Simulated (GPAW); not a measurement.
A run of GPAW 26.7.0 is set up as follows.

The input run.py:

```python
import json
import numpy as np
import subprocess
from ase.dft.bandgap import bandgap
from ase.io import read, write
from ase.units import GPa
from gpaw import GPAW, PW, setup_paths
from gpaw.wannier.wannier90 import Wannier90

setup_paths.insert(0, '.')

atoms = read('ZnSe.cif')

calc = GPAW(mode=PW(600),
            xc='PBEsol',
            kpts={'size': (8, 8, 8), 'gamma': True},
            occupations={'name': 'fermi-dirac', 'width': 0.05},
            nbands=18,
            convergence={'density': 1e-05, 'energy': 1e-05},
            maxiter=150,
            txt='gpaw.txt')
atoms.calc = calc
energy = atoms.get_potential_energy()
forces = atoms.get_forces()
stress = atoms.get_stress()
calc.write('gs.gpw')
write('result.traj', atoms)
print(f'Energy: {energy:.6f} eV')
print('Forces (eV/A):')
print(forces.round(4))
print('Stress (GPa):', (stress / GPa).round(3))
print('Fermi level:', round(calc.get_fermi_level(), 4), 'eV')
print(f'Gap: {bandgap(calc)[0]:.4f} eV, direct: {bandgap(calc, direct=True)[0]:.4f} eV')

nwann = sum(2 * l + 1 for setup in calc.setups for n, l in zip(setup.n_j, setup.l_j) if n > 0)
nbands = nwann + 8
full = calc.fixed_density(kpts={'size': (5, 5, 5), 'gamma': True}, symmetry='off', nbands=nbands + 6,
                          convergence={'bands': nbands, 'eigenstates': 1e-7}, txt='full.txt')
w90 = Wannier90(full, seed='w90', bands=range(nbands), spin=0)
w90.write_input(num_iter=0, dis_num_iter=500, dis_froz_max=1.0, search_shells=40)
subprocess.run(['wannier90.x', '-pp', 'w90'], check=True)
w90.write_projections()
w90.write_eigenvalues()
w90.write_overlaps()
subprocess.run(['wannier90.x', 'w90'], check=True)

words = open('w90_hr.dat').read().split('\n', 1)[1].split()
nr = int(words[1])
degeneracy = np.array(words[2:2 + nr], float)
hr = np.array(words[2 + nr:], float).reshape((nr, nwann, nwann, 7))
R, H = hr[:, 0, 0, :3], (hr[..., 5] + 1j * hr[..., 6]) / degeneracy[:, None, None]
path = atoms.cell.bandpath('GXWKGLUWLK,UX', npoints=40, eps=1e-4)
interp = np.array([np.linalg.eigvalsh(np.einsum('r,rji->ij', np.exp(2j * np.pi * R @ k), H)) for k in path.kpts])
exact = calc.fixed_density(kpts=path, symmetry='off', nbands=nwann + 6, convergence={'bands': nwann, 'eigenstates': 1e-7},
                           txt='bands.txt').band_structure().energies[0, :, :nwann]
window = exact < calc.get_fermi_level() + 1.0
miss = abs(interp - exact)[window]
print(f'{nwann} functions; bands in the frozen window, Wannier less DFT: mean {miss.mean():.4f} eV, largest {miss.max():.4f} eV')
json.dump({'interp': interp.tolist(), 'exact': exact.tolist(), 'kpts': path.kpts.tolist(), 'miss': [miss.mean(), miss.max()],
           'onsite': H[abs(R).sum(1).argmin()].diagonal().real.tolist()}, open('wannier.json', 'w'))
```

File ZnSe.cif:

```cif
data_ZnSe
_cell_length_a 4.00759839
_cell_length_b 4.00759839
_cell_length_c 4.00759839
_cell_angle_alpha 60.00000000
_cell_angle_beta 60.00000000
_cell_angle_gamma 60.00000000
_space_group_name_H-M_alt 'P1'
_space_group_name_Hall 'P 1'
_space_group_IT_number 1
loop_
_space_group_symop_operation_xyz
'x,y,z'
loop_
_atom_site_label
_atom_site_type_symbol
_atom_site_symmetry_multiplicity
_atom_site_Wyckoff_symbol
_atom_site_fract_x
_atom_site_fract_y
_atom_site_fract_z
_atom_site_occupancy
Se1 Se 1 a 0.7500000000 0.7500000000 0.7500000000 1
Zn1 Zn 1 a 0.0000000000 0.0000000000 0.0000000000 1
```

Potentials or basis: PAW data sets generated in the run's folder for this functional, pw.

Run with:

```bash
$ gpaw-setup -f PBEsol Se Zn
$ OMP_NUM_THREADS=1 python run.py
```

Question: Estimate the total Wannier spread.

Answer: 15.28 Å² over 13 functions.

Question: What does it give for the band gap along the path?

Answer: 1.18 eV, direct.

Wannier centres (Å) and spreads (Å²):
```csv
function,x,y,z,spread
1,6.011,3.471,2.454,1.049
2,6.011,3.565,2.391,1.525
3,6.011,3.470,2.578,1.525
4,6.011,3.384,2.393,1.529
5,0.000,0.000,0.000,1.831
6,-0.001,-0.146,0.098,2.300
7,0.000,0.002,-0.217,2.271
8,-0.001,0.145,0.110,2.281
9,0.000,0.004,-0.004,0.196
10,0.000,0.003,0.004,0.188
11,0.000,0.000,-0.001,0.203
12,0.000,-0.003,0.005,0.189
13,0.000,-0.004,-0.004,0.195
```

**Experimental background.**

“Alloy Disordering Effects on the Thermal Conductivity and Energy Gap Temperature Dependence of Cd1−xZnxSe Ternary Crystals Grown by the Bridgman Method”, 2023, pmc:10253836 reports, for a bulk crystal of ZnSe at 300 K: band gap 2.695 ± 0.003 eV (an exciton energy, a little under the gap).

Measured gap of ZnSe: 2.695 eV (an exciton energy, a little under the gap; 300 K; “Alloy Disordering Effects on the Thermal Conductivity and Energy Gap Temperature Dependence of Cd1−xZnxSe Ternary Crystals Grown by the Bridgman Method”, 2023, pmc:10253836). This calculation gives 1.18 eV (-1.52 eV). So large a miss can be the level of theory's own, or it may mean another phase, state or a wrong row. Spin-orbit coupling on Se is left out. The value is that of PBEsol, without temperature or zero-point motion. Semilocal functionals fall short of measured gaps as a rule.
